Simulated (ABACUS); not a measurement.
A run of ABACUS 3.10.1:

File INPUT:

```
INPUT_PARAMETERS
suffix              MgO
calculation         nscf
basis_type          pw
pseudo_dir          ./
symmetry            -1
dft_functional      pbe
ecutwfc             40.0
pseudo_rcut         10
nspin               1
nbands              18
ks_solver           dav
smearing_method     fd
smearing_sigma      0.00367493
scf_thr             1e-08
scf_nmax            100
mixing_type         broyden
mixing_beta         0.7
ecutrho             320.0
init_chg            file
pw_diag_thr         1e-07
out_band            1
kpar                4
```

File STRU:

```
ATOMIC_SPECIES
Mg 24.3050 mg_pbe_v1.4.uspp.F.UPF
O 15.9990 o_pbe_v1.2.uspp.F.UPF

LATTICE_CONSTANT
1.8897261246

LATTICE_VECTORS
0.0000000000 2.0970013927 2.0970013927
2.0970013927 0.0000000000 2.0970013927
2.0970013927 2.0970013927 0.0000000000

ATOMIC_POSITIONS
Cartesian

Mg
0.0
1
0.0000000000 0.0000000000 0.0000000000 1 1 1

O
0.0
1
2.0970013927 2.0970013927 2.0970013927 1 1 1
```

The input KPT:

```
K_POINTS
12
Line
0.00000000 0.00000000 0.00000000 10 // G
0.50000000 0.00000000 0.50000000 10 // X
0.50000000 0.25000000 0.75000000 10 // W
0.37500000 0.37500000 0.75000000 10 // K
0.00000000 0.00000000 0.00000000 10 // G
0.50000000 0.50000000 0.50000000 10 // L
0.62500000 0.25000000 0.62500000 10 // U
0.50000000 0.25000000 0.75000000 10 // W
0.50000000 0.50000000 0.50000000 10 // L
0.37500000 0.37500000 0.75000000 1 // K
0.62500000 0.25000000 0.62500000 10 // U
0.50000000 0.00000000 0.50000000 1 // X
```

Potentials or basis: GBRV ultrasoft 1.5 PBE, plane waves.

Launch:

```sh
$ OMP_NUM_THREADS=1 mpirun -np 4 abacus > log
```

Hardware: 4 MPI ranks on AMD EPYC 9R14 (Zen 4), on a shared host.

Q: How long does it take, and how much memory?

A: Run time: 2.1 s on 4 MPI ranks on AMD EPYC 9R14 (Zen 4) (shared host), peak memory 0.4 GiB a rank. Counts: scf iterations 1, k points 102, bands 18, ranks 4.
